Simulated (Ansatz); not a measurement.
# PtS2 monolayer (1T) under uniaxial strain along a, the zigzag direction, with the width clamped

Aim: how do the optical modes of PtS2 monolayer (1T) shift and split under this strain?

Program: Ansatz 0.2.0. Level of theory: DFT PBEsol, scalar-relativistic, plane waves, PAW; PAW set soft_1. Results are calculated unless marked as measured.

**1. Starting point**

The cell holds 3 atoms: 1 Pt and 2 S. Cell: a = 3.520 Å, b = 3.520 Å, c = 29.504 Å, α = 90.0°, β = 90.0°, γ = 120.0°. Vacuum lies along c. The height across the vacuum is the one that the program set for its solve, not the one typed.

**2. A rough relaxation first**

The start is far from rest, so a relaxation with loose tolerances brings it close first. The program lengthens the typed cell of 20.0 Å along the normal to 29.5 Å, as its cut-off of the electrostatics needs, and moves no atom.

Contents of input.yaml:

```yaml
crystal:
  lattice:
    - [3.52, 0.0, 0.0]
    - [-1.76, 3.04841, 0.0]
    - [0.0, 0.0, 20.0]
  atoms:
    - { symbol: Pt, position: [0.0, 0.0, 0.5] }
    - { symbol: S, position: [0.333333, 0.666667, 0.5713] }
    - { symbol: S, position: [0.666667, 0.333333, 0.4287] }
  periodic: [true, true, false]
kpoints:
  mp_grid: { grid: [6, 6, 1] }
hamiltonian:
  xc: pbesol
  pseudopotentials: { kind: paw, azcp: { folder: soft_1 }, xc_functional: pbe }
scf:
  occupations: { method: gaussian, width: 0.1 }
output:
  forces: true
  stress: true
  eigenvalues: true
relax:
  adjacent_minimum: "off"
  f_tol: 0.05
  max_steps: 80
  cell: { stress_2d_tol: 0.02 }
```

Run with:

```console
$ ansatz run input.yaml --threads 4 --pin off --max-ram 16384MiB --backend cpu --events-out ev --progress --plain --runs-dir out
```

Numbers of over 12 decimals in the logs are rounded to 6 here.

What it wrote:

```text
[...]
F+E_penalty+E_count = -14156.38308816 eV   max|allowed force component| = 2.921e-3 eV/Å   (the final SCF, on the basis selected at the relaxed cell)
  cell:  # Å, volume = 319.5906 Å³
    - [3.536643, 0.0, 0]
    - [-1.768321, 3.062823, 0]
    - [0, 0, 29.504]
  atoms:
    - { symbol: Pt, position: [0, 0, 0.338937] }
    - { symbol: S, position: [0.333333, 0.666667, 0.380133] }
    - { symbol: S, position: [0.666667, 0.333333, 0.297741] }
[key lines of the parts left out:]
SCF converged after 7 iterations
Free energy (F): -14156.383088 eV
Fermi energy:    -5.319802 eV
P = ½ c Tr σ = 0.0158 N/m
```

It took 4.8 s on 4 threads of Arm Neoverse V2, shared host; peak memory 0.53 GiB; 17 s of CPU time.

Relaxation path:

```
step  energy less that of the first step (eV)  largest force component (eV/Å)  volume (Å³)
   1                                   0.0000                          2.2322       316.59
   2                                  -0.4765                          0.0099       315.10
   3                                  -0.4801                          0.0141       318.84
   4                                  -0.4802                          0.0030       319.59
  5*                                  -0.4803                          0.0029       319.59
```

Relaxation steps marked * repeat the geometry before them on a plane-wave basis chosen anew for their cell, so energy and pressure can jump there.

Forces are held to the 12 operations that the run works with; a distortion that breaks them can't arise in this run.

```
cell as run  before  after  change
      a (Å)   3.520  3.537  +0.5 %
      b (Å)   3.520  3.537  +0.5 %
```

The atoms that moved most (Å, along periodic axes as changes of fractional coordinates times the final cell, across vacuum about the mean position):

```
atom     dx     dy      dz  length
  S2  0.000  0.000  -0.211   0.211
  S3  0.000  0.000   0.211   0.211
```

Final coordinates:

```xyz
3
Lattice="3.5366 0.0000 0.0000 -1.7683 3.0628 0.0000 0.0000 0.0000 29.5040" Properties=species:S:1:pos:R:3
Pt    0.0000    0.0000   10.0000
S     0.0000    2.0419   11.2154
S     1.7683    1.0209    8.7846
```

A gap read on the k-mesh alone can miss the band edges.

Numbers from this step:

```
gap on the k-mesh : 2.063 eV
area per atom     : 3.611 Å²
```

The relaxation ends with a largest force component of 0.0029 eV/Å.

**3. Relaxation**

The cell and atoms are relaxed, since residual forces and stress would shift the frequencies.

Contents of input.yaml:

```yaml
crystal:
  lattice:
    - [3.53664299, 0.0, 0.0]
    - [-1.768321495, 3.0628226735, 0.0]
    - [0.0, 0.0, 29.504]
  atoms:
    - { symbol: Pt, position: [0.0, 0.0, 0.3389370933] }
    - { symbol: S, position: [0.3333333333, 0.6666666667, 0.3801328872] }
    - { symbol: S, position: [0.6666666667, 0.3333333333, 0.2977412993] }
  periodic: [true, true, false]
kpoints:
  mp_grid: { grid: [9, 9, 1] }
hamiltonian:
  xc: pbesol
  pseudopotentials: { kind: paw, azcp: { folder: soft_1 }, xc_functional: pbe }
scf:
  occupations: { method: gaussian, width: 0.02 }
output:
  forces: true
  stress: true
  eigenvalues: true
  write_density: true
  write_potential: true
  elf: true
  volumetric_format: npy
relax:
  adjacent_minimum: "off"
  f_tol: 0.005
  max_steps: 80
  cell: { stress_2d_tol: 0.02 }
```

What it wrote:

```text
[...]
Crystal: 3 atoms, lattice volume = 319.591 Å³
Basis set: ecut = 420 eV, 6165 PW (Γ), exchange–correlation on 48×48×400 points (8 copies of the dense FFT grid, shifted against one another)
Bands: 19, of which v1, the nominal top of the filled ones, is band 15 counted from 1 (14 counted from 0)
Symmetry: 12 space group operations
[...]
k-points: 12 of 81
[...]
SCF iter   1: F=—  HF=-14157.733485 eV  |F-HF|=—  |Δ(HF+E_count)|=         —  Δρ=4.21e-2  dr2=6.70e0  ethr=3.10e-3  ⟨swp⟩=16.7  Hψ=2370  notcnv=0
[...]
SCF iter   9: F=-14156.381799 eV  HF=-14156.381799 eV  |F-HF|=1.84e-8  |Δ(HF+E_count)|=   6.74e-9  Δρ=1.91e-6  dr2=2.75e-8  ethr=3.33e-10  ⟨swp⟩=13.1  Hψ=1974  notcnv=0
SCF 1 converged in 9 iterations: F = -14156.381799 eV  dr2 = 2.75e-8
[...]
relax step   1: F+E_penalty+E_count = -14156.38179923 eV  Δ(F+E_penalty+E_count) = +0.000e0 eV  max|allowed force component| = 1.163e-2 eV/Å  Δτ_max = 0.0000 Å  P = +0.010 N/m  Ω = 319.591 Å³  fix = [c, alpha, beta]  reactions: c +0.000 N/m  (9 SCF iters, dr2 threshold 1.00e-7 eV, accepted)
Crystal: 3 atoms, lattice volume = 319.433 Å³
[...]
SCF iter   5: F=-14156.381820 eV  HF=-14156.381820 eV  |F-HF|=2.49e-9  |Δ(HF+E_count)|=   8.78e-9  Δρ=1.12e-6  dr2=3.71e-9  ethr=2.82e-11  ⟨swp⟩=15.2  Hψ=2532  notcnv=0
SCF 2 converged in 5 iterations: F = -14156.381820 eV  dr2 = 3.71e-9
relax step   2: F+E_penalty+E_count = -14156.38182002 eV  Δ(F+E_penalty+E_count) = -2.079e-5 eV  max|allowed force component| = 4.074e-3 eV/Å  Δτ_max = 0.0017 Å  P = -0.010 N/m  Ω = 319.433 Å³  energy of the carried Pulay correction = +7.993e-6 eV  fix = [c, alpha, beta]  reactions: c -0.000 N/m  (5 SCF iters, dr2 threshold 8.45e-9 eV, accepted)
[...]
SCF iter   1: F=—  HF=-14156.381850 eV  |F-HF|=—  |Δ(HF+E_count)|=         —  Δρ=1.84e-6  dr2=1.01e-8  ethr=2.15e-7  ⟨swp⟩=6.1  Hψ=3624  notcnv=0
eigensolver tolerance schedule: the retry pair's looser diagonalisation over-reported the residual by 6405.89 of it (diagonalisation noise at 0.80 of the residual, at the tolerance the schedule requests for it); recorded, not acted on — ethr = c·dr2/N_el stays at c = 1.0e-1
SCF iter   2: F=—  HF=-14156.381813 eV  |F-HF|=—  |Δ(HF+E_count)|=   3.72e-5  Δρ=1.42e-6  dr2=8.28e-9  ethr=3.36e-11  ⟨swp⟩=6.5  Hψ=963  notcnv=0
[...]
SCF iter   7: F=-14156.381813 eV  HF=-14156.381813 eV  |F-HF|=4.73e-11  |Δ(HF+E_count)|=  2.18e-11  Δρ=1.56e-8  dr2=1.13e-12  ethr=1.00e-12  ⟨swp⟩=10.3  Hψ=1755  notcnv=0
SCF 3 converged in 7 iterations: F = -14156.381813 eV  dr2 = 1.13e-12
relax step   3: F+E_penalty+E_count = -14156.38181285 eV  Δ(F+E_penalty+E_count) = +7.171e-6 eV  max|allowed force component| = 4.071e-3 eV/Å  Δτ_max = 0.0000 Å  P = -0.010 N/m  Ω = 319.433 Å³  fix = [c, alpha, beta]  reactions: c -0.000 N/m  stress off target by 1.01e-2 N/m on what of the cell is left free  SCF on the basis re-selected at this cell (its energy is not comparable with the rows above)  (7 SCF iters)
basis re-selected at this cell: Δ(F+E_penalty+E_count) = +7.171e-6 eV, ΔP = -0.000 N/m vs the last step (what re-selecting the basis moved, of the pressure what is left beyond the Pulay correction that the steps carried, after the strain that the cell walked since its last selection, with what the two solves' SCF thresholds leave and, on support functions, any second-order correction that the steps lacked; it is no m [...]
SCF converged after 7 iterations
Free energy (F): -14156.381813 eV
[...]
Internal energy: -14156.381813 eV  (E = F + TS)
E sigma→0 (E₀):  -14156.381813 eV
Fermi energy:    -5.479521 eV
[...]
--- Forces (eV/Å), atoms counted from 1 ---
  atom   1  Pt     0.00000000    -0.00000000     0.00000000
  atom   2  S     -0.00000000    -0.00000000    -0.00407057
  atom   3  S     -0.00000000     0.00000000     0.00407057
  max |Σ_I F_I| component: 2.08e-17 eV/Å
--- 2D stress c σ (N/m, compression-positive) ---
       -0.010103      -0.000000      -0.000000
        0.000000      -0.010103      -0.000000
       -0.000000      -0.000000      -0.000000
  P = ½ c Tr σ = -0.0101 N/m
--- Band table (eV; the first three rows and the last of 12) ---
  k-point 0: bands = [... 11 lower, -7.1482, -7.0716, -6.6344, -6.6344, -3.0329, -3.0329, -0.8467, -0.6524]
  k-point 1: bands = [... 11 lower, -7.7694, -6.8309, -6.5709, -6.3904, -3.7644, -3.2415, -0.4930, -0.2695]
  k-point 2: bands = [... 11 lower, -8.3658, -6.6748, -6.6167, -6.4698, -4.5686, -3.4907, 0.0035, 0.3001]
  k-point 11: bands = [... 11 lower, -8.9467, -8.7062, -7.0909, -7.0909, -4.1727, -4.1727, 0.6037, 2.6426]
--- Relaxed structure (2 steps of the walk, 2 accepted, 1 SCFs on fresh bases) ---
[...]
cell:  # Å, volume = 319.4331 Å³
    - [3.535772, 0.0, 0]
    - [-1.767886, 3.062068, 0]
    - [0, 0, 29.504]
  atoms:
    - { symbol: Pt, position: [0, 0, 0.338937] }
    - { symbol: S, position: [0.333333, 0.666667, 0.380190] }
    - { symbol: S, position: [0.666667, 0.333333, 0.297684] }
```

It took 5 s on 4 threads; peak memory 0.59 GiB.

Little changed from the start: no atom moved by 0.005 Å and no cell edge by 0.1 %.

This step gave:

| Item | Value |
| --- | --- |
| gap on the k-mesh | 1.822 eV |
| area per atom | 3.609 Å² |

Electrostatic potential energy in the ac plane at fractional y = 0.000, with atoms of Pt within 0.2 Å of it. With pseudopotentials it is smooth inside the atoms' cores, unlike the true potential.

Values in eV, 24 rows by 14 columns, each cell a mean:
```
  0   0   0   0   0   0   0   0   0   0   0   0   0   0
  0   0   0   0   0   0   0   0   0   0   0   0   0   0
  0   0   0   0   0   0   0   0   0   0   0   0   0   0
  0   0   0   0   0   0   0   0   0   0   0   0   0   0
  0   0   0   0   0   0   0   0   0   0   0   0   0   0
  0   0   0   0   0   0   0   0   0   0   0   0   0   0
  0   0   0   0   0   0   0   0   0   0   0   0   0   0
  0   0   0   0   0   0   0   0   0   0   0   0   0   0
  0   0   0   0   0   0   0   0   0   0   0   0   0   0
  0   0   0   0   0   0   0   0   0   0   0   0   0   0
  0   0   0   0   0   0   0   0   0   0   0   0   0   0
  0   0   0   0   0   0   0   0   0   0   0   0   0   0
  0   0   0   0   0   0   0   0   0   0   0   0   0   0
  0   0   0   0   0   0  -1  -1  -1   0   0   0   0   0
 -4  -4  -3  -3  -4  -5  -6  -7  -6  -5  -3  -3  -4  -4
-18 -18 -17 -16 -12  -7  -5  -5  -5  -7 -13 -16 -17 -18
-14 -13 -12 -11  -8  -7  -7  -7  -7  -7  -8 -11 -13 -13
 -1  -1  -1  -1  -2  -2  -3  -3  -3  -2  -2  -1  -1  -1
  0   0   0   0   0   0   0   0   0   0   0   0   0   0
  0   0   0   0   0   0   0   0   0   0   0   0   0   0
  0   0   0   0   0   0   0   0   0   0   0   0   0   0
  0   0   0   0   0   0   0   0   0   0   0   0   0   0
  0   0   0   0   0   0   0   0   0   0   0   0   0   0
  0   0   0   0   0   0   0   0   0   0   0   0   0   0
```
Columns run along a (3.5 Å; values clipped at the 3rd and 97th percentile), rows up along c (29.5 Å). Atoms in or near the plane, at fractional coordinates: Pt at (0.00, 0.34).

ELF in the ac plane at fractional y = 0.000, with atoms of Pt within 0.2 Å of it. It is the smooth field of the valence electrons, not physical close to the nuclei.

Ten even steps from '_' (0.00) to '@' (0.68), each cell a mean:
```
____________________________
____________________________
____________________________
____________________________
____________________________
____________________________
____________________________
____________________________
____________________________
____________________________
____________________________
____________________________
____________________________
________..--==++==--..______
::::::--**%%@@@@@@%%++--::::
%%%%##++==============**##%%
****++==++########**++==++**
____..::==##%%@@%%**--....__
__________........__________
____________________________
____________________________
____________________________
____________________________
____________________________
```
Columns run along a (3.5 Å), rows up along c (29.5 Å). Atoms in or near the plane, at fractional coordinates: Pt at (0.00, 0.34).

Valence density in the ac plane at fractional y = 0.000, with atoms of Pt within 0.2 Å of it. It is the smooth field of the valence electrons, not physical close to the nuclei.

Ten steps, logarithmic in the rise over the least value, from '0' (0.00 × 1e0 e/Å³) to '9' (7.78 × 1e0 e/Å³), each cell a mean:
```
00000000000000
00000000000000
00000000000000
00000000000000
00000000000000
00000000000000
00000000000000
00000000000000
00000000000000
00000000000000
00000000000000
00000000000000
00000000000000
00000000000000
22222333322222
99864333335789
87643333334567
00011122211100
00000000000000
00000000000000
00000000000000
00000000000000
00000000000000
00000000000000
```
Columns run along a (3.5 Å), rows up along c (29.5 Å). Atoms in or near the plane, at fractional coordinates: Pt at (0.00, 0.34).

**4. Tight relaxation**

Phonons need small forces and stress, so the relaxation is finished with tight tolerances on 9×9×1 k points.

input.yaml, the sections that differ from step 3:

```yaml
crystal:
  lattice:
    - [3.5357715393, 0.0, 0.0]
    - [-1.7678857697, 3.062067975, 0.0]
    - [0.0, 0.0, 29.504]
  atoms:
    - { symbol: Pt, position: [0.0, 0.0, 0.3389370933] }
    - { symbol: S, position: [0.3333333333, 0.6666666667, 0.3801902729] }
    - { symbol: S, position: [0.6666666667, 0.3333333333, 0.2976839136] }
  periodic: [true, true, false]
scf:
  occupations: { method: fixed }
output:
  forces: true
  stress: true
  eigenvalues: true
relax:
  adjacent_minimum: "off"
  f_tol: 0.001
  max_steps: 60
  cell: { stress_2d_tol: 0.002 }
# kpoints, hamiltonian: as in step 3
```

What it wrote:

```text
[...]
Crystal: 3 atoms, lattice volume = 319.433 Å³
Basis set: ecut = 420 eV, 6165 PW (Γ), exchange–correlation on 48×48×400 points (8 copies of the dense FFT grid, shifted against one another)
Bands: 19, of which v1, the nominal top of the filled ones, is band 15 counted from 1 (14 counted from 0)
Symmetry: 12 space group operations
[...]
k-points: 12 of 81
[...]
--- Relaxed structure (3 steps of the walk, 3 accepted, 1 SCFs on fresh bases) ---
[...]
cell:  # Å, volume = 319.4470 Å³
    - [3.535849, 2.886810816593452e-11, 0]
    - [-1.767924, 3.062135, 0]
    - [0, 0, 29.504]
  atoms:
    - { symbol: Pt, position: [0, 0, 0.338937] }
    - { symbol: S, position: [0.333333, 0.666667, 0.380178] }
    - { symbol: S, position: [0.666667, 0.333333, 0.297696] }
[key lines of the parts left out:]
SCF converged after 8 iterations
Free energy (F): -14156.381815 eV
Fermi energy:    -6.390493 eV
P = ½ c Tr σ = -0.0002 N/m
```

Elapsed: 5.8 s, on 4 threads; peak memory 0.58 GiB.

Little changed from the start: no atom moved by 0.005 Å and no cell edge by 0.1 %.

The largest force component left is 0.0096 meV/Å, within the tolerances set.

**5. Zone-centre response at rest**

Phonons follow from the second derivative of the energy, found here by linear response.

The modes at rest are the reference of the series.

input.yaml, the sections that differ from step 4:

```yaml
crystal:
  lattice:
    - [3.5358486852, 0.0, 0.0]
    - [-1.7679243426, 3.0621347853, 0.0]
    - [0.0, 0.0, 29.504]
  atoms:
    - { symbol: Pt, position: [0.0, 0.0, 0.3389370933] }
    - { symbol: S, position: [0.3333333333, 0.6666666667, 0.3801783493] }
    - { symbol: S, position: [0.6666666667, 0.3333333333, 0.2976958373] }
  periodic: [true, true, false]
output:
  eigenvalues: true
phonons:
  method: dfpt
# kpoints, hamiltonian, scf: as in step 4
# relax: removed
```

What it wrote:

```text
Warning: crystal.symmetry: narrowed to the stabiliser of the run's FFT grids — unitary ops 12 → 6. A phonons.method: dfpt run fills in the rows of the dynamical matrix that it does not solve by its symmetry operations, which is exact only for operations that map its FFT grids onto themselves: filled in by any other, the frequencies could depend on the order in which like atoms are typed, or, by more than the grids' own error, on where the crystal sits among the grids' points. Excluded: 6 operations. The run can therefore solve more perturbations, solve them on more k-points, or both, and cost more. [rest of the remark cut]
[...]
Crystal: 3 atoms, lattice volume = 319.447 Å³
Basis set: ecut = 420 eV, 6165 PW (Γ), exchange–correlation on 48×48×400 points (8 copies of the dense FFT grid, shifted against one another)
Bands: 19, of which v1, the nominal top of the filled ones, is band 15 counted from 1 (14 counted from 0)
Symmetry: 12 space group operations
k-points: 25 of 81 (irreducible under 2 space group operations, time reversal used)
[...]
SCF iter   1: F=—  HF=-14157.731821 eV  |F-HF|=—  |Δ(HF+E_count)|=         —  Δρ=4.20e-2  dr2=6.65e0  ethr=3.10e-3  ⟨swp⟩=7.9  Hψ=3130  notcnv=0  defer=49
[...]
SCF iter  11: F=-14156.381815 eV  HF=-14156.381815 eV  |F-HF|=9.09e-12  |Δ(HF+E_count)|=  1.86e-10  Δρ=7.75e-8  dr2=2.15e-11  ethr=1.00e-12  ⟨swp⟩=25.1  Hψ=6634  notcnv=0
SCF 1 converged in 11 iterations: F = -14156.381815 eV  dr2 = 2.15e-11
[...]
DFPT response loops at Γ: preconditioner auto → none (the input reference at scf.mixing.eps_inf says where Resta's filter doesn't serve); β = 0.50; Broyden in place of MSR1
SCF converged after 11 iterations
Free energy (F): -14156.381815 eV
[...]
Internal energy: -14156.381815 eV  (E = F + TS)
E sigma→0 (E₀):  -14156.381815 eV
Fermi energy:    -6.390496 eV
[...]
--- Band table (eV; the first three rows and the last of 25) ---
  k-point 0: bands = [... 11 lower, -7.1474, -7.0714, -6.6351, -6.6351, -3.0321, -3.0321, -0.8464, -0.6530]
  k-point 1: bands = [... 11 lower, -7.7693, -6.8305, -6.5716, -6.3905, -3.7639, -3.2408, -0.4928, -0.2699]
  k-point 2: bands = [... 11 lower, -8.3660, -6.6756, -6.6162, -6.4697, -4.5684, -3.4901, 0.0030, 0.3002]
  k-point 24: bands = [... 11 lower, -8.4876, -7.9477, -7.5159, -6.4595, -4.4395, -3.7563, 0.4788, 1.0793]
--- Phonons (Γ-DFPT): 6 representative perturbations + reference, on 25 of 81 k-points (Σ response iterations 29) ---
  ASR residual: 2.784e-4 → 0.000e0 eV/Å²; symmetrization residual: 1.037e-5 eV/Å²
  The last average, over the group as it would stand without the narrowing to the FFT grids, took up to 7.021e-7 eV/Å² of the zone centre's force constants
  ASR residual per site (eV/Å²): 2.78e-4 5.43e-5 5.71e-5
  Γ frequencies (cm⁻¹): 0.00 0.00 0.00 300.02 300.02 320.25 320.25 325.78 335.21
  non-analytic LO–TO correction: not included (Born effective charges unavailable; polar crystals: no LO–TO splitting at Γ)
```

It took 28 s on 4 threads; peak memory 0.94 GiB; 1.7 min of CPU time.

This step gave:

```yaml
sum_rule_residual_before_enforcement: 2.78e-4 eV/Å²
point_group: -3m
highest_optical_mode_at_the_zone_centre_no_lo_to_term: 335.2 cm⁻¹
lowest_optical_zone_centre_mode: 300.0 cm⁻¹
```

Without the LO-TO term. Patterns of degenerate modes are one choice out of their space. The modes at Γ (shares of kinetic energy by element, %):

```
mode  frequency (cm⁻¹)  symmetry  Pt %  S %
   1               0.0  acoustic    75   25
   2               0.0  acoustic    75   25
   3               0.0  acoustic    75   25
   4             300.0        Eg     0  100
   5             300.0        Eg     0  100
   6             320.2        Eu    25   75
   7             320.2        Eu    25   75
   8             325.8       A2u    25   75
   9             335.2       A1g     0  100
```

Displacements in mode 4 (300.0 cm⁻¹), the largest set to 1:
```
Pt1  0.00  0.00  0.00
S2  -0.54  1.00  0.00
S3   0.54 -1.00  0.00
```

Displacements in mode 9 (335.2 cm⁻¹), the largest set to 1:
```
Pt1  0.00  0.00  0.00
S2   0.00  0.00  1.00
S3   0.00  0.00 -1.00
```

Before it was imposed, the acoustic sum rule was missed by 2.8e-4 eV/Å². Small misses are needed for a sound result but don't prove that mesh and cutoff are converged. The lowest optical mode is real, 300 cm⁻¹.

[end of part 1 of 2]

[Logs are printed without paths, hosts, clocks, repeated set-up lines and the standing remarks that a program may print on its own settings, such as how far it seeks lower states.]

[Hosts, paths, dates, database ids (printed as entryN), source tags and the programs' standing remarks are cut or masked in the printed files.]
